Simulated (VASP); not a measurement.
# HfB2 (P6/mmm) in VASP: notebook, part 2 of 2

VASP 6.6.1. Earlier steps stand in the parts before.

**3. Single point, LDA+U**

INCAR

```
SYSTEM = HfB2
ALGO = Fast
EDIFF = 1E-7
ENCUT = 520
ISIF = 2
ISMEAR = -1
LASPH = .True.
LCHARG = .False.
LDAU = .True.
LDAUJ = 0 0
LDAUL = 2 -1
LDAUPRINT = 1
LDAUTYPE = 2
LDAUU = 5 0
LMAXMIX = 4
LREAL = .False.
LWAVE = .False.
NBANDS = 15
NELM = 100
PREC = Accurate
SIGMA = 0.05
```

KPOINTS

```
k-points
0
Gamma
  10 10 8
  0 0 0
```

POSCAR

```
HfB2
1.0
    3.1400000000      0.0000000000      0.0000000000
   -1.5700000000      2.7193197679      0.0000000000
    0.0000000000      0.0000000000      3.4800000000
Hf B
1 2
Direct
    0.0000000000      0.0000000000      0.0000000000
    0.6666666667      0.3333333333      0.5000000000
    0.3333333333      0.6666666667      0.5000000000
```

Potentials or basis: VASP PAW LDA potentials, release 64 (Hf_pv, B).

Started as:

```console
> cat potpaw_LDA.64/Hf_pv/POTCAR potpaw_LDA.64/B/POTCAR > POTCAR
> mpirun -np 1 vasp_std > vasp.out
```

OUTCAR:

```text
SYSTEM = HfB2
   EDIFF = 1E-7
   ENCUT = 520
   ISIF = 2
   ISMEAR = -1
   LASPH = .True.
   LREAL = .False.
   NELM = 100
   PREC = Accurate

 ion  position               nearest neighbor table
   1  0.000  0.000  0.000-   2 2.51   3 2.51   2 2.51   3 2.51   2 2.51   2 2.51   3 2.51   3 2.51
                             2 2.51   2 2.51   3 2.51   3 2.51
   2  0.667  0.333  0.500-   3 1.81   3 1.81   3 1.81   1 2.51   1 2.51   1 2.51   1 2.51   1 2.51
                             1 2.51
   3  0.333  0.667  0.500-   2 1.81   2 1.81   2 1.81   1 2.51   1 2.51   1 2.51   1 2.51   1 2.51
                             1 2.51

  LATTYP: Found a hexagonal cell.
 ALAT       =     3.1400000000
 C/A-ratio  =     1.1082802548

  Lattice vectors:

 A1 = (   3.1400000000,   0.0000000000,   0.0000000000)
 A2 = (  -1.5700000000,   2.7193197679,   0.0000000000)
 A3 = (   0.0000000000,   0.0000000000,   3.4800000000)

Analysis of symmetry for initial positions (statically):
=====================================================================
 Subroutine PRICEL returns:
 Original cell was already a primitive cell.

 Routine SETGRP: Setting up the symmetry group for a
 hexagonal supercell.

 Subroutine GETGRP returns: Found 24 space group operations
[... 226 lines left out ...]
     12      12.9983      0.00000
     13      13.0537      0.00000
     14      13.0537      0.00000
[... 401 lines left out ...]
      2     -23.2527      2.00000
      3     -23.0755      2.00000
      4      -1.8699      2.00000
      5      -0.4675      2.00000
      6       3.4599      2.00000
      7       4.4610      2.00000
      8       6.1101      2.00000
      9       9.3175      0.00000
     10      12.4433      0.00000
     11      12.5861      0.00000
     12      14.8012      0.00000
     13      15.5239      0.00000
     14      16.5508      0.00000
     15      19.0013      0.00000

 [... further k-points ...]

------------------------ aborting loop because EDIFF is reached ----------------------------------------

  FORCE on cell =-STRESS in cart. coord.  units (eV):
  Direction    XX          YY          ZZ          XY          YZ          ZX
  --------------------------------------------------------------------------------------
  -------------------------------------------------------------------------------------
  Total        0.5701525      0.5701525      1.5159193      0.0000000     -0.0000000     -0.0000000
  in kB       30.7420207     30.7420207     81.7367728      0.0000000     -0.0000000     -0.0000000
  external PRESSURE =      47.7402714 kB  Pullay stress =       0.0000000 kB

 VOLUME and BASIS-vectors are now :
 -----------------------------------------------------------------------------
  energy-cutoff  :      520.00
  volume of cell :       29.71
      direct lattice vectors                 reciprocal lattice vectors
     3.140000000  0.000000000  0.000000000     0.318471338  0.183869512  0.000000000
    -1.570000000  2.719319768  0.000000000     0.000000000  0.367739025  0.000000000
     0.000000000  0.000000000  3.480000000     0.000000000  0.000000000  0.287356322

 POSITION                                       TOTAL-FORCE (eV/Angst)
 -----------------------------------------------------------------------------------
      0.00000      0.00000      0.00000         0.000000      0.000000     -0.000000
      1.57000      0.90644      1.74000         0.000000      0.000000     -0.000000
     -0.00000      1.81288      1.74000        -0.000000     -0.000000      0.000000
 -----------------------------------------------------------------------------------
    total drift:                               -0.000000      0.000000      0.000000

  FREE ENERGIE OF THE ION-ELECTRON SYSTEM (eV)
  ---------------------------------------------------
  free  energy   TOTEN  =       -25.1945256563 eV

  energy  without entropy=      -25.1919911114  energy(sigma->0) =      -25.19325838
```

OSZICAR:

```text
N       E                     dE             d eps       ncg     rms          rms(c)
DAV:   1     0.299208055760E+02    0.29921E+02   -0.81573E+03  2100   0.102E+03
DAV:   2    -0.269673755571E+02   -0.56888E+02   -0.53484E+02  2824   0.222E+02
DAV:   3    -0.284994477899E+02   -0.15321E+01   -0.15232E+01  2730   0.268E+01
DAV:   4    -0.285054275070E+02   -0.59797E-02   -0.59785E-02  2534   0.205E+00
DAV:   5    -0.285054641935E+02   -0.36687E-04   -0.36686E-04  2716   0.140E-01    0.540E+01
RMM:   6    -0.253852937943E+02    0.31202E+01   -0.35590E+00  2263   0.907E+00    0.392E+01
RMM:   7    -0.253447520476E+02    0.40542E-01   -0.27697E+00  2511   0.788E+00    0.142E+01
RMM:   8    -0.252125496541E+02    0.13220E+00   -0.52837E-01  2169   0.417E+00    0.188E+00
RMM:   9    -0.251947943328E+02    0.17755E-01   -0.33544E-02  2489   0.112E+00    0.843E-01
RMM:  10    -0.251948224298E+02   -0.28097E-04   -0.40701E-03  2849   0.358E-01    0.398E-01
RMM:  11    -0.251946718240E+02    0.15061E-03   -0.16298E-03  2488   0.217E-01    0.277E-01
RMM:  12    -0.251945218544E+02    0.14997E-03   -0.25010E-04  2583   0.936E-02    0.247E-02
RMM:  13    -0.251945250874E+02   -0.32330E-05   -0.35273E-05  2916   0.290E-02    0.143E-02
RMM:  14    -0.251945256004E+02   -0.51294E-06   -0.57030E-06  2824   0.120E-02    0.116E-02
RMM:  15    -0.251945256669E+02   -0.66573E-07   -0.14526E-06  2604   0.520E-03    0.162E-02
RMM:  16    -0.251945256563E+02    0.10594E-07   -0.26729E-07  2277   0.255E-03
   1 F= -.25194526E+02 E0= -.25193258E+02  d E =-.253454E-02
```

It took 15 s on 1 thread of Intel Xeon Platinum 8488C (Sapphire Rapids), shared host; peak memory 0.14 GiB.

What came out:

* Free energy: -25.1945 eV
* Pressure: 4.8 GPa
* Band gap on the k mesh: none (metal or under the smearing width)

Eigenvalues of the final occupation matrices:
| site | spin | trace | eigenvalues |
| --- | --- | --- | --- |
| site 1 d | 1 | 0.86 | 0.16 0.17 0.17 0.18 0.18 |
| site 1 d | 2 | 0.86 | 0.16 0.17 0.17 0.18 0.18 |

Caveat: U without spin polarisation on a metal has little footing; the U is typed as a test and isn't derived for this compound.

**4. Single point, LDA+U**

Edit INCAR of step 3 so:

```diff
@@ -13,3 +13,3 @@
 LDAUTYPE = 2
-LDAUU = 5 0
+LDAUU = 6 0
 LMAXMIX = 4
```

KPOINTS is that of step 3.

POSCAR is that of step 3.

Potentials or basis: VASP PAW LDA potentials, release 64 (Hf_pv, B).

Started as:

```console
> cat potpaw_LDA.64/Hf_pv/POTCAR potpaw_LDA.64/B/POTCAR > POTCAR
> mpirun -np 1 vasp_std > vasp.out
```

OUTCAR:

```text
SYSTEM = HfB2
   EDIFF = 1E-7
   ENCUT = 520
   ISIF = 2
   ISMEAR = -1
   LASPH = .True.
   LREAL = .False.
   NELM = 100
   PREC = Accurate

 ion  position               nearest neighbor table
   1  0.000  0.000  0.000-   2 2.51   3 2.51   2 2.51   3 2.51   2 2.51   2 2.51   3 2.51   3 2.51
                             2 2.51   2 2.51   3 2.51   3 2.51
   2  0.667  0.333  0.500-   3 1.81   3 1.81   3 1.81   1 2.51   1 2.51   1 2.51   1 2.51   1 2.51
                             1 2.51
   3  0.333  0.667  0.500-   2 1.81   2 1.81   2 1.81   1 2.51   1 2.51   1 2.51   1 2.51   1 2.51
                             1 2.51

  LATTYP: Found a hexagonal cell.
 ALAT       =     3.1400000000
 C/A-ratio  =     1.1082802548

  Lattice vectors:

 A1 = (   3.1400000000,   0.0000000000,   0.0000000000)
 A2 = (  -1.5700000000,   2.7193197679,   0.0000000000)
 A3 = (   0.0000000000,   0.0000000000,   3.4800000000)

Analysis of symmetry for initial positions (statically):
=====================================================================
 Subroutine PRICEL returns:
 Original cell was already a primitive cell.

 Routine SETGRP: Setting up the symmetry group for a
 hexagonal supercell.

 Subroutine GETGRP returns: Found 24 space group operations
[... 226 lines left out ...]
     12      13.0326      0.00000
     13      13.2287      0.00000
     14      13.2287      0.00000
[... 401 lines left out ...]
      2     -23.3597      2.00000
      3     -23.1843      2.00000
      4      -1.8153      2.00000
      5      -0.4038      2.00000
      6       3.5379      2.00000
      7       4.5721      2.00000
      8       6.2507      2.00000
      9       9.4166      0.00000
     10      12.5585      0.00000
     11      12.7638      0.00000
     12      15.0025      0.00000
     13      15.6013      0.00000
     14      16.6454      0.00000
     15      19.1213      0.00000

 [... further k-points ...]

------------------------ aborting loop because EDIFF is reached ----------------------------------------

  FORCE on cell =-STRESS in cart. coord.  units (eV):
  Direction    XX          YY          ZZ          XY          YZ          ZX
  --------------------------------------------------------------------------------------
  -------------------------------------------------------------------------------------
  Total        1.0827362      1.0827362      2.2040360      0.0000000      0.0000000      0.0000000
  in kB       58.3799980     58.3799980    118.8393024      0.0000000      0.0000000      0.0000000
  external PRESSURE =      78.5330994 kB  Pullay stress =       0.0000000 kB

 VOLUME and BASIS-vectors are now :
 -----------------------------------------------------------------------------
  energy-cutoff  :      520.00
  volume of cell :       29.71
      direct lattice vectors                 reciprocal lattice vectors
     3.140000000  0.000000000  0.000000000     0.318471338  0.183869512  0.000000000
    -1.570000000  2.719319768  0.000000000     0.000000000  0.367739025  0.000000000
     0.000000000  0.000000000  3.480000000     0.000000000  0.000000000  0.287356322

 POSITION                                       TOTAL-FORCE (eV/Angst)
 -----------------------------------------------------------------------------------
      0.00000      0.00000      0.00000        -0.000000     -0.000000     -0.000000
      1.57000      0.90644      1.74000         0.000000     -0.000000     -0.000000
     -0.00000      1.81288      1.74000        -0.000000      0.000000      0.000000
 -----------------------------------------------------------------------------------
    total drift:                               -0.000000      0.000000      0.000000

  FREE ENERGIE OF THE ION-ELECTRON SYSTEM (eV)
  ---------------------------------------------------
  free  energy   TOTEN  =       -24.4861263354 eV

  energy  without entropy=      -24.4836299630  energy(sigma->0) =      -24.48487815
```

It took 16 s on 1 thread of Intel Xeon Platinum 8488C (Sapphire Rapids), shared host; peak memory 0.15 GiB.

What came out:

| Item | Value |
| --- | --- |
| Free energy | -24.4861 eV |
| Pressure | 7.9 GPa |
| Band gap on the k mesh | none (metal or under the smearing width) |

Stress tensor (GPa, compression positive):
```
 5.84  0.00  0.00
 0.00  5.84  0.00
 0.00  0.00 11.88
```

Eigenvalues of the final occupation matrices:
| site | spin | trace | eigenvalues |
| --- | --- | --- | --- |
| site 1 d | 1 | 0.85 | 0.15 0.17 0.17 0.18 0.18 |
| site 1 d | 2 | 0.85 | 0.15 0.17 0.17 0.18 0.18 |

Caveat: U without spin polarisation on a metal has little footing; the U is typed as a test and isn't derived for this compound.

**5. For comparison**

An earlier run on the cell as given: functional PBEsol; potentials or basis VASP PAW PBE potentials, release 64 (Hf_pv, B); cutoff 520 eV; k mesh 10 × 10 × 8; occupations fermi-dirac, width 0.05 eV; no spin polarisation.

- Pressure: -4.4 GPa
- Band gap on the k mesh: none (metal or under the smearing width)

**6. Summary**

| level | potentials or basis | U | ladder | gap on the mesh (eV) | pressure (GPa) |
| --- | --- | --- | --- | --- | --- |
| LDA+U | VASP PAW LDA potentials, release 64 (Hf_pv, B) | Hf d U = 4 eV | - | none | 1.8 |
| LDA+U | VASP PAW LDA potentials, release 64 (Hf_pv, B) | Hf d U = 5 eV | - | none | 4.8 |
| LDA+U | VASP PAW LDA potentials, release 64 (Hf_pv, B) | Hf d U = 6 eV | - | none | 7.9 |
| PBEsol | VASP PAW PBE potentials, release 64 (Hf_pv, B) | - | free | none | -4.4 |

Alike in all rows: task single point; no spin polarisation; cell as given; k mesh 10 × 10 × 8; cutoff (eV) 520; smearing fermi-dirac 0.05 eV.

Caveats: U without spin polarisation on a metal has little footing (some runs); the U is typed as a test and isn't derived for this compound (some runs); the PAW data sets were made with another functional, which shifts forces and pressure a little (some runs).

Total energies depend on the potentials used, so only differences within one code and one set of settings carry meaning.
